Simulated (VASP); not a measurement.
# Sn (Fd-3m) in VASP: a series of runs, part 2 of 2

VASP 6.6.1. Earlier steps stand in the parts before.

## (3) Single point, PBEsol

File INCAR:

```
PREC = Accurate
ENCUT = 520
EDIFF = 1E-6
ISMEAR = 0
SIGMA = 0.1
LREAL = False
LASPH = True
NELM = 60
ALGO = Normal
ISIF = 2
LWAVE = False
LCHARG = False
GGA = PS
```

File KPOINTS:

```
Automatic mesh
0
Gamma
  18 18 18
```

File POSCAR:

```
Sn
1.0
    0.0000000000      3.2695400000      3.2695400000
    3.2695400000      0.0000000000      3.2695400000
    3.2695400000      3.2695400000      0.0000000000
Sn
2
Direct
    0.5000000000      0.5000000000      0.5000000000
    0.7500000000      0.7500000000      0.7500000000
```

Potentials or basis: VASP PAW PBE potentials, release 64 (Sn_d).

On the command line:

```
$ cat potpaw_PBE.64/Sn_d/POTCAR > POTCAR
$ mpirun -np 1 vasp_std > vasp.out
```

OUTCAR:

```text
PREC = Accurate
   ENCUT = 520
   EDIFF = 1E-6
   ISMEAR = 0
   LREAL = False
   LASPH = True
   NELM = 60
   ISIF = 2
   GGA = PS

 ion  position               nearest neighbor table
   1  0.500  0.500  0.500-   2 2.83   2 2.83   2 2.83   2 2.83
   2  0.750  0.750  0.750-   1 2.83   1 2.83   1 2.83   1 2.83

  LATTYP: Found a face centered cubic cell.
 ALAT       =     6.5390800000

  Lattice vectors:

 A1 = (   0.0000000000,   3.2695400000,   3.2695400000)
 A2 = (   3.2695400000,   0.0000000000,   3.2695400000)
 A3 = (   3.2695400000,   3.2695400000,   0.0000000000)

Analysis of symmetry for initial positions (statically):
=====================================================================
 Subroutine PRICEL returns:
 Original cell was already a primitive cell.

 Routine SETGRP: Setting up the symmetry group for a
 face centered cubic supercell.

 Subroutine GETGRP returns: Found 48 space group operations
 (whereof 24 operations were pure point group operations)
 out of a pool of 48 trial point group operations.

The static configuration has the point symmetry T_d .
 The point group associated with its full space group is O_h .

Analysis of symmetry for dynamics (positions and initial velocities):
=====================================================================
 Subroutine PRICEL returns:
 Original cell was already a primitive cell.

 Routine SETGRP: Setting up the symmetry group for a
 face centered cubic supercell.

 Subroutine GETGRP returns: Found 48 space group operations
 (whereof 24 operations were pure point group operations)
 out of a pool of 48 trial point group operations.

The dynamic configuration has the point symmetry T_d .
 The point group associated with its full space group is O_h .

 Subroutine INISYM returns: Found 48 space group operations
 (whereof 24 operations are pure point group operations),
 and found     1 'primitive' translations

----------------------------------------------------------------------------------------

                                     Primitive cell

  volume of cell :      69.9021

  direct lattice vectors                    reciprocal lattice vectors
     0.000000000  3.269540000  3.269540000    -0.152926711  0.152926711  0.152926711
     3.269540000  0.000000000  3.269540000     0.152926711 -0.152926711  0.152926711
     3.269540000  3.269540000  0.000000000     0.152926711  0.152926711 -0.152926711

  length of vectors
     4.623827811  4.623827811  4.623827811     0.264876834  0.264876834  0.264876834

  position of ions in fractional coordinates (direct lattice)
     0.500000000  0.500000000  0.500000000
     0.750000000  0.750000000  0.750000000

  ion indices of the primitive-cell ions
   primitive index   ion index
                 1           1
                 2           2

----------------------------------------------------------------------------------------

 KPOINTS: Automatic mesh

Automatic generation of k-mesh.
 Grid dimensions read from file:
 generate k-points for:   18   18   18

 Generating k-lattice:

  Cartesian coordinates                     Fractional coordinates (reciprocal lattice)
    -0.008495928  0.008495928  0.008495928     0.055555556  0.000000000  0.000000000
     0.008495928 -0.008495928  0.008495928     0.000000000  0.055555556  0.000000000
     0.008495928  0.008495928 -0.008495928     0.000000000  0.000000000  0.055555556

  Length of vectors
     0.014715380  0.014715380  0.014715380

  Shift w.r.t. Gamma in fractional coordinates (k-lattice)
     0.000000000  0.000000000  0.000000000

 Subroutine IBZKPT returns following result:
 ===========================================

 Found    195 irreducible k-points:

 Following reciprocal coordinates:
            Coordinates               Weight
  0.000000  0.000000  0.000000      1.000000
  0.055556  0.000000  0.000000      8.000000
  0.111111  0.000000  0.000000      8.000000
  0.166667  0.000000  0.000000      8.000000
  0.222222  0.000000  0.000000      8.000000
  0.277778  0.000000  0.000000      8.000000
[... 16 lines left out ...]
 -0.277778  0.055556  0.000000     24.000000
 -0.222222  0.055556  0.000000     24.000000
 [... further k-points ...]
   k-points           NKPTS =    195   k-points in BZ     NKDIM =    195   number of bands    NBANDS=     18
   number of dos      NEDOS =    301   number of ions     NIONS =      2
   total plane-waves  NPLWV =  46656
   dimension x,y,z NGX =    36 NGY =   36 NGZ =   36
   dimension x,y,z NGXF=    72 NGYF=   72 NGZF=   72
   ions per type =               2
   NGX,Y,Z   is equivalent  to a cutoff of  12.94, 12.94, 12.94 a.u.
   NGXF,Y,Z  is equivalent  to a cutoff of  25.89, 25.89, 25.89 a.u.
 SYSTEM =  unknown system
   PREC   = accura    normal or accurate (medium, high low for compatibility)
   ISTART =      0    job   : 0-new  1-cont  2-samecut
   ICHARG =      2    charge: 1-file 2-atom 10-const
   ISPIN  =      1    spin polarized calculation?
   LNONCOLLINEAR =      F non collinear calculations
   LSORBIT =      F    spin-orbit coupling
   LASPH  =      T    aspherical Exc in radial PAW
   ENCUT  =  520.0 eV  38.22 Ry    6.18 a.u.   8.60  8.60  8.60*2*pi/ulx,y,z
   NELM   =     60;   NELMIN=  2; NELMDL= -5     # of ELM steps
   EDIFF  = 0.1E-05   stopping-criterion for ELM
   LREAL  =      F    real-space projection
   EDIFFG = 0.1E-04   stopping-criterion for IOM
   NSW    =      0    number of steps for IOM
   IBRION =     -1    ionic relax: 0-MD 1-quasi-New 2-CG
   NFREE  =      0    steps in history (QN), initial steepest desc. (CG)
   ISIF   =      2    stress and relaxation
   ISYM   =      2    0-nonsym 1-usesym 2-fastsym
   POTIM  = 0.5000    time-step for ionic-motion
   TEBEG  =    0.0;   TEEND  =   0.0 temperature during run
   PSTRESS=    0.0 pullay stress
   NELECT =      28.0000    total number of electrons
   NUPDOWN=      -1.0000    fix difference up-down
   EMIN   =  10.00;   EMAX   =-10.00  energy-range for DOS
   EFERMI =   0.00;   METHOD = LEGACY
   ISMEAR =     0;   SIGMA  =   0.10  broadening in eV -4-tet -1-fermi 0-gaus
   EFERMI_NEDOS =   21; number of points for ismear=-14 and -15
   IALGO  =     38    algorithm
   IMIX   =      4    mixing-type and parameters
     AMIX     =   0.40;   BMIX     =  1.00
     AMIX_MAG =   1.60;   BMIX_MAG =  1.00
  volume/ion in A,a.u.               =      34.95       235.86
  Fermi-wavevector in a.u.,A,eV,Ry     =   1.206788  2.280498 19.814660  1.456336
  Thomas-Fermi vector in A             =   2.342445
   LORBIT       =      0    0 simple, 1 ext, 2 COOP (PROOUT), +10 PAW based schemes
   GGA     = PS    functional components
   LHFCALC =     F    Hartree Fock is set to
   AEXX    =    0.0000 exact exchange contribution
   IVDW    =     0    specifies the selected vdW correction
   LEPSILON=     F    determine dielectric tensor
   LRPA    =     F    only Hartree local field effects (RPA)
 non-spin polarized calculation
 Gauss-broadening in eV      SIGMA  =   0.10
  energy-cutoff  :      520.00
  volume of cell :       69.90
 maximum number of plane-waves:      1902
   NGX = 17   NGY = 17   NGZ = 17

 number of electron      27.9999986 magnetization

 Free energy of the ion-electron system (eV)
  ---------------------------------------------------
  ext. energy  EPLUGINS =         0.00000000
  ---------------------------------------------------
  free energy    TOTEN  =        -8.46644203 eV

  energy without entropy =       -8.46587197  energy(sigma->0) =       -8.46615700

 E-fermi :   5.2657     XC(G=0):  -8.9665

 val. band max:        5.2224255724   @ k =   0.3889   0.0000   0.0000
 cond. band min:       5.2723637520   @ k =   0.0556   0.0000   0.0000
 fundamental gap:      0.0499381796
 Fermi energy:         5.2657284260

 k-point     1 :       0.0000    0.0000    0.0000
  band No.  band energies     occupation
      1     -16.3054      2.00000
      2     -16.3054      2.00000
      3     -16.3054      2.00000
      4     -16.2481      2.00000
      5     -16.2481      2.00000
      6     -15.9547      2.00000
[... 10 lines left out ...]
     17       7.3973      0.00000
     18       7.3973      0.00000
[... 463 lines left out ...]
 k-point    24 :      -0.2222    0.0556    0.0000
  band No.  band energies     occupation
      1     -16.3323      2.00000
      2     -16.3280      2.00000
      3     -16.2920      2.00000
      4     -16.2150      2.00000
      5     -16.2051      2.00000
      6     -16.0062      2.00000
[... 10 lines left out ...]
     17       8.3539      0.00000
     18       9.4986      0.00000

 [... further k-points ...]

------------------------ aborting loop because EDIFF is reached ----------------------------------------

  FORCE on cell =-STRESS in cart. coord.  units (eV):
  Direction    XX          YY          ZZ          XY          YZ          ZX
  --------------------------------------------------------------------------------------
  -------------------------------------------------------------------------------------
  Total       -0.0269343     -0.0269343     -0.0269343      0.0000000      0.0000000      0.0000000
  in kB       -0.6173436     -0.6173436     -0.6173436      0.0000000      0.0000000      0.0000000
  external PRESSURE =      -0.6173436 kB  Pullay stress =       0.0000000 kB

 VOLUME and BASIS-vectors are now :
 -----------------------------------------------------------------------------
  energy-cutoff  :      520.00
  volume of cell :       69.90
      direct lattice vectors                 reciprocal lattice vectors
     0.000000000  3.269540000  3.269540000    -0.152926711  0.152926711  0.152926711
     3.269540000  0.000000000  3.269540000     0.152926711 -0.152926711  0.152926711
     3.269540000  3.269540000  0.000000000     0.152926711  0.152926711 -0.152926711

 POSITION                                       TOTAL-FORCE (eV/Angst)
 -----------------------------------------------------------------------------------
      3.26954      3.26954      3.26954         0.000000      0.000000      0.000000
      4.90431      4.90431      4.90431        -0.000000     -0.000000     -0.000000
 -----------------------------------------------------------------------------------
    total drift:                                0.000000      0.000000      0.000000

  FREE ENERGIE OF THE ION-ELECTRON SYSTEM (eV)
  ---------------------------------------------------
  free  energy   TOTEN  =        -8.4664420258 eV

  energy  without entropy=       -8.4658719681  energy(sigma->0) =       -8.46615700
```

OSZICAR:

```text
N       E                     dE             d eps       ncg     rms          rms(c)
DAV:   1     0.207243856195E+03    0.20724E+03   -0.15345E+04  7036   0.224E+03
DAV:   2     0.111090880135E+02   -0.19613E+03   -0.19367E+03  7042   0.438E+02
DAV:   3    -0.796829383904E+01   -0.19077E+02   -0.18964E+02  7922   0.146E+02
DAV:   4    -0.854597357672E+01   -0.57768E+00   -0.57693E+00  7896   0.282E+01
DAV:   5    -0.856526589658E+01   -0.19292E-01   -0.19291E-01  9136   0.501E+00    0.317E+00
DAV:   6    -0.849768804747E+01    0.67578E-01   -0.45048E-02  8912   0.305E+00    0.180E+00
DAV:   7    -0.846528269393E+01    0.32405E-01   -0.59115E-02  7720   0.292E+00    0.166E-01
DAV:   8    -0.846617868800E+01   -0.89599E-03   -0.69057E-03  7444   0.114E+00    0.516E-02
DAV:   9    -0.846642861700E+01   -0.24993E-03   -0.36230E-04  8878   0.156E-01    0.119E-02
DAV:  10    -0.846644027322E+01   -0.11656E-04   -0.21057E-05  8440   0.425E-02    0.511E-03
DAV:  11    -0.846644205557E+01   -0.17824E-05   -0.26716E-06  5720   0.120E-02    0.819E-04
DAV:  12    -0.846644202585E+01    0.29725E-07   -0.19779E-07  3912   0.710E-03
   1 F= -.84664420E+01 E0= -.84661570E+01  d E =-.570058E-03
```

Run time: 86 s. Hardware: 1 thread of Intel Xeon 6975P-C (Granite Rapids), shared host; peak memory 0.34 GiB.

What came out:

```yaml
Free_energy: -8.4664 eV
Pressure: -0.1 GPa
Band_gap_on_the_k_mesh: none (metal or under the smearing width)
```

Caveat: the PAW data sets were made with another functional, which shifts forces and pressure a little.

## (4) Single point, PBEsol

Changes to INCAR since step 3:

```diff
@@ -4,3 +4,3 @@
 ISMEAR = 0
-SIGMA = 0.1
+SIGMA = 0.5
 LREAL = False
```

File KPOINTS:

```
Automatic mesh
0
Gamma
  12 12 12
```

POSCAR is that of step 3.

On the command line:

```
$ cat potpaw_PBE.64/Sn_d/POTCAR > POTCAR
$ mpirun -np 1 vasp_std > vasp.out
```

It took 34 s on 1 thread of Intel Xeon 6975P-C (Granite Rapids), shared host; peak memory 0.23 GiB.

It converged, with:

| Quantity | Value |
| --- | --- |
| Free energy | -8.4769 eV |
| Pressure | 0.1 GPa |
| Band gap on the k mesh | none (metal or under the smearing width) |

Levels at points of the mesh, in eV from the Fermi level:
```tsv
k point	band 10	band 11	band 12	band 13	band 14	band 15	band 16	band 17	band 18
(0.00, 0.00, 0.00)	-21.25	-10.53	-0.90	0.04	0.04	0.04	2.10	2.10	2.10
(0.50, 0.00, 0.00)	-21.20	-8.95	-6.29	-1.13	-1.13	-0.15	3.16	3.16	5.49
(0.50, 0.50, 0.00)	-21.18	-7.50	-7.50	-2.44	-2.44	0.74	0.74	7.52	7.52
```

Caveat: the PAW data sets were made with another functional, which shifts forces and pressure a little.

## (5) Single point, PBEsol

Changes to INCAR since step 4:

```diff
@@ -1,6 +1,6 @@
 PREC = Accurate
-ENCUT = 520
+ENCUT = 900
 EDIFF = 1E-6
 ISMEAR = 0
-SIGMA = 0.5
+SIGMA = 0.1
 LREAL = False
```

KPOINTS is that of step 4.

POSCAR is that of step 4.

On the command line:

```
$ cat potpaw_PBE.64/Sn_d/POTCAR > POTCAR
$ mpirun -np 1 vasp_std > vasp.out
```

Run time: 88 s. Hardware: 1 thread of Intel Xeon 6975P-C (Granite Rapids), shared host; peak memory 0.42 GiB.

The run converged. Its results:

```yaml
Free_energy: -8.4664 eV
Pressure: 0.0 GPa
Band_gap_on_the_k_mesh: none (metal or under the smearing width)
```

Levels at points of the mesh, in eV from the Fermi level:
```tsv
k point	band 10	band 11	band 12	band 13	band 14	band 15	band 16	band 17	band 18
(0.00, 0.00, 0.00)	-21.18	-10.46	-0.83	0.10	0.10	0.10	2.16	2.16	2.16
(0.50, 0.00, 0.00)	-21.13	-8.88	-6.22	-1.07	-1.07	-0.09	3.22	3.22	5.56
(0.50, 0.50, 0.00)	-21.12	-7.44	-7.44	-2.38	-2.38	0.80	0.80	7.58	7.58
```

Caveat: the PAW data sets were made with another functional, which shifts forces and pressure a little.

## (6) Single point, r2SCAN

File INCAR:

```
PREC = Accurate
ENCUT = 520
EDIFF = 1E-6
ISMEAR = 0
SIGMA = 0.1
LREAL = False
LASPH = True
NELM = 60
ALGO = Normal
ISIF = 2
LWAVE = False
LCHARG = False
METAGGA = R2SCAN
LMIXTAU = True
```

KPOINTS is that of step 5.

POSCAR is that of step 5.

Potentials or basis: VASP PAW PBE potentials, release 64 (Sn_d).

On the command line:

```
$ cat potpaw_PBE.64/Sn_d/POTCAR > POTCAR
$ mpirun -np 1 vasp_std > vasp.out
```

Run time: 2.7 min. Hardware: 1 thread of Intel Xeon 6975P-C (Granite Rapids), shared host; peak memory 0.25 GiB.

It converged, with:

| Quantity | Value |
| --- | --- |
| Free energy | -49.4938 eV |
| Pressure | 0.5 GPa |
| Band gap on the k mesh | none (metal or under the smearing width) |

Levels at points of the mesh, in eV from the Fermi level:
| k point | band 12 | band 13 | band 14 | band 15 | band 16 | band 17 |
| --- | --- | --- | --- | --- | --- | --- |
| (0.00, 0.00, 0.00) | -0.54 | -0.01 | -0.01 | -0.01 | 2.21 | 2.21 |
| (0.50, 0.00, 0.00) | -6.52 | -1.24 | -1.24 | 0.08 | 3.35 | 3.35 |
| (0.50, 0.50, 0.00) | -7.79 | -2.61 | -2.61 | 0.93 | 0.93 | 8.00 |

Caveat: the PAW data sets were made with another functional, which shifts forces and pressure a little.

## (7) The runs side by side

| level | k mesh | cutoff (eV) | smearing | gap on the mesh (eV) | pressure (GPa) |
| --- | --- | --- | --- | --- | --- |
| PBEsol | 12 × 12 × 12 | 700 | gaussian 0.1 eV | none | 0.0 |
| PBEsol | 18 × 18 × 18 | 520 | gaussian 0.1 eV | none | -0.1 |
| PBEsol | 12 × 12 × 12 | 520 | gaussian 0.5 eV | none | 0.1 |
| PBEsol | 12 × 12 × 12 | 900 | gaussian 0.1 eV | none | 0.0 |
| r2SCAN | 12 × 12 × 12 | 520 | gaussian 0.1 eV | none | 0.5 |

Alike in all rows: task single point; potentials or basis VASP PAW PBE potentials, release 64 (Sn_d); no spin polarisation; cell as given.

Every run on the cell as given and a fine mesh finds a metal. The pressure there spans -0.1 GPa (PBEsol) to 0.5 GPa (r2SCAN); a positive pressure means that this level wants a larger cell, a negative one a smaller.

Caveats: the PAW data sets were made with another functional, which shifts forces and pressure a little.

Absolute energies hang on the potentials; compare differences alone.
